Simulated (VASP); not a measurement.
Wanted: the native input for a VASP 6.6.1 run.

```yaml
Task: band structure
Functional: HSE06
Potentials_or_basis: VASP PAW PBE potentials, release 64 (Zr_sv, Se)
Cutoff: 520 eV
k_mesh: 6 × 6 × 3
Occupations: gaussian, width 0.03 eV
Spin: spin-orbit coupling, no magnetisation
Grid_for_exact_exchange_PRECFOCK: Fast
Screening_parameter: 0.2 1/A
Further_INCAR_settings: ALGO = Normal; EDIFF = 1e-06
```

ZrSe2:

```xyz
3
Lattice="3.7385 0.0000 0.0000 -1.8693 3.2377 0.0000 0.0000 0.0000 6.0322" Properties=species:S:1:pos:R:3 pbc="T T T"
Zr   -1.8693    3.2377    0.0000
Se    0.0000    2.1584    1.5985
Se    1.8693    1.0792    4.4337
```

One way to write it, as run:

POSCAR

```
ZrSe2                                   
1.0
    3.7385421554      0.0000000000      0.0000000000
   -1.8692710778      3.2376724797     -0.0000000000
    0.0000000000      0.0000000000      6.0321890971
  Zr              Se            
     1     2
Direct
     0.0000000000000000    1.0000000000000000    0.0000000000000000
     0.3333333332999970    0.6666666667000030    0.2650002707975563
     0.6666666667000030    0.3333333332999970    0.7349997292024436
```

INCAR.step1

```
PREC = Accurate
ENCUT = 520
EDIFF = 1E-5
ISMEAR = 0
SIGMA = 0.03
LREAL = F
LASPH = T
NELM = 80
ALGO = Normal
ISIF = 2
LWAVE = T
LCHARG = F
MAGMOM = 0 0 0 0 0 0 0 0 0
LORBIT = 11
LSORBIT = T
GGA_COMPAT = F
LMAXMIX = 4
KPAR = 4
GGA = PE
```

INCAR.step2

```
PREC = Accurate
ENCUT = 520
EDIFF = 1E-6
ISMEAR = 0
SIGMA = 0.03
LREAL = F
LASPH = T
NELM = 80
ALGO = Normal
ISIF = 2
LWAVE = F
LCHARG = F
MAGMOM = 0 0 0 0 0 0 0 0 0
LORBIT = 11
LSORBIT = T
GGA_COMPAT = F
LMAXMIX = 4
GGA = PE
LHFCALC = T
HFSCREEN = 0.2
PRECFOCK = Fast
KPAR = 4
ISTART = 1
```

KPOINTS

```
Automatic mesh
0
Gamma
  6 6 3
```

KPOINTS_OPT

```
explicit points
6
Reciprocal
 0.0000000000  0.0000000000  0.0000000000 1
 0.0000000000  0.0000000000  0.5000000000 1
 0.3333333333  0.3333333333  0.5000000000 1
 0.3333333333  0.3333333333  0.0000000000 1
 0.5000000000  0.0000000000  0.5000000000 1
 0.5000000000  0.0000000000  0.0000000000 1
```

Potentials or basis: VASP PAW PBE potentials, release 64 (Zr_sv, Se).

Run with:

```console
$ cat potpaw_PBE.64/Zr_sv/POTCAR potpaw_PBE.64/Se/POTCAR > POTCAR
$ cp INCAR.step1 INCAR
$ mpirun -np 4 vasp_ncl > vasp.out
$ cp INCAR.step2 INCAR
$ mpirun -np 4 vasp_ncl > vasp.out
```

Results of the run:

The pressure is 1.5 GPa. The largest force is 0.332 eV/Å. The valence electrons inside the program's atomic spheres are Zr 9.56; Se 3.96.

Caveat: the PAW data sets were made with another functional, which shifts forces and pressure a little.

Wall time 37 min on 4 MPI ranks on Intel(R) Xeon(R) 6975P-C (Granite Rapids), with other jobs on the host, peak memory 0.53 GiB a rank.
